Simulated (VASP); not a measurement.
Here is a VASP 6.6.1 calculation.

POSCAR

```
SnSe2                                   
1.0
    3.8394217832      0.0000000000     -0.0000000000
   -1.9197108916      3.3250368001      0.0000000000
    0.0000000000     -0.0000000000      6.0091818499
  Sn              Se            
     1     2
Direct
     0.0000000000000000    0.0000000000000000    0.0000000000000000
     0.3333333332999970    0.6666666667000030    0.2655766674021279
     0.6666666667000030    0.3333333332999970    0.7344233325978721
```

File INCAR.step1:

```
SYSTEM = SnSe2
PREC     = Accurate       ! precision mode
ENCUT    = 520            ! plane-wave cutoff, eV
EDIFF    = 1E-5           ! SCF threshold, eV
ISMEAR   = 0              ! smearing method
SIGMA    = 0.03           ! smearing width, eV
LREAL    = .FALSE.        ! projectors in reciprocal space
LASPH    = .TRUE.         ! aspherical terms in the spheres
NELM     = 80             ! most SCF steps
ALGO     = Normal         ! electronic algorithm
LWAVE    = .TRUE.         ! write WAVECAR
LCHARG   = .FALSE.        ! write CHGCAR
KPAR     = 4            
GGA      = PE             ! functional
```

The input INCAR.step2:

```
SYSTEM = SnSe2
PREC     = Accurate       ! precision mode
ENCUT    = 520            ! plane-wave cutoff, eV
EDIFF    = 1E-6           ! SCF threshold, eV
ISMEAR   = 0              ! smearing method
SIGMA    = 0.03           ! smearing width, eV
LREAL    = .FALSE.        ! projectors in reciprocal space
LASPH    = .TRUE.         ! aspherical terms in the spheres
NELM     = 80             ! most SCF steps
ALGO     = Normal         ! electronic algorithm
ISIF     = 3              ! what is computed and relaxed
LWAVE    = .FALSE.        ! write WAVECAR
LCHARG   = .FALSE.        ! write CHGCAR
GGA      = PE             ! functional
LHFCALC  = .TRUE.         ! exact exchange
HFSCREEN = 0.2            ! screening, 1/A
PRECFOCK = Fast         
IBRION   = 2              ! ionic algorithm
NSW      = 25             ! ionic steps
EDIFFG   = -0.01          ! ionic threshold
KPAR     = 4            
ISTART   = 1
```

The input KPOINTS:

```
Automatic mesh
0
G
  6 6 3
  0 0 0
```

Potentials or basis: VASP PAW PBE potentials, release 64 (Sn_d, Se).

Launch:

```sh
$ cat potpaw_PBE.64/Sn_d/POTCAR potpaw_PBE.64/Se/POTCAR > POTCAR
$ cp INCAR.step1 INCAR
$ mpirun -np 4 vasp_std > vasp.out
$ cp INCAR.step2 INCAR
$ mpirun -np 4 vasp_std > vasp.out
```

**Question.** What does it give for the relaxed volume?

**Answer.** 28.92 Å³/atom.

**Question.** What does it give for the relaxed cell?

**Answer.** a = 3.826 Å, b = 3.826 Å, c = 6.846 Å, α = 90.00°, β = 90.00°, γ = 120.00°.

**Question.** Predict the band gap on the k mesh.

**Answer.** 1.50 eV, indirect (least direct gap 1.90 eV).

**Question.** Predict the space group after relaxing (to 0.05 Å).

**Answer.** P-3m1 (No. 164).

The path:
| step | energy change (eV) | largest force (eV/Å) | pressure (GPa) | volume (Å³) |
| --- | --- | --- | --- | --- |
| 1 | 0.0000 | 0.5849 | -0.71 | 76.71 |
| 2 | -0.0176 | 0.1417 | 1.54 | 75.46 |
| 3 | -0.0178 | 0.1858 | 1.29 | 75.57 |
| 4 | -0.0370 | 0.1104 | 0.78 | 77.03 |
| 5 | -0.0563 | 0.0592 | -0.17 | 80.70 |
| 6 | -0.0773 | 0.0288 | -0.16 | 81.79 |
| 7 | -0.0859 | 0.1480 | -0.04 | 83.08 |
| 8 | -0.0886 | 0.0143 | 0.52 | 83.53 |
| 9 | -0.0887 | 0.0269 | 0.70 | 83.66 |
| 10 | -0.0903 | 0.0290 | 0.55 | 84.29 |
| 11 | -0.0928 | 0.0376 | 0.15 | 86.17 |
| 12 | -0.0929 | 0.0396 | 0.07 | 86.63 |
| 13 | -0.0932 | 0.0095 | -0.03 | 86.76 |
| 14 | -0.0932 | 0.0226 | -0.13 | 86.89 |
| 15 | -0.0933 | 0.0198 | -0.02 | 86.79 |
| 16 | -0.0933 | 0.0190 | 0.01 | 86.76 |
| 17 | -0.0933 | 0.0192 | 0.03 | 86.76 |
| 18 | -0.0933 | 0.0193 | -0.01 | 86.78 |
| 19 | -0.0933 | 0.0197 | -0.01 | 86.78 |
| 20 | -0.0933 | 0.0191 | -0.02 | 86.79 |
| 21 | -0.0933 | 0.0197 | -0.01 | 86.79 |
| 22 | -0.0934 | 0.0099 | 0.00 | 86.77 |

Caveat: the PAW data sets were made with another functional, which shifts forces and pressure a little; spin-orbit coupling is left out, which moves the levels of the heavy elements; an odd mesh through Γ misses points on the zone boundary, where band edges often lie; this functional lacks dispersion, which binds the layers, so the pressure and a relaxed spacing across them are unreliable; the volume moved by +13 % from the deposited cell, more than functionals usually miss.
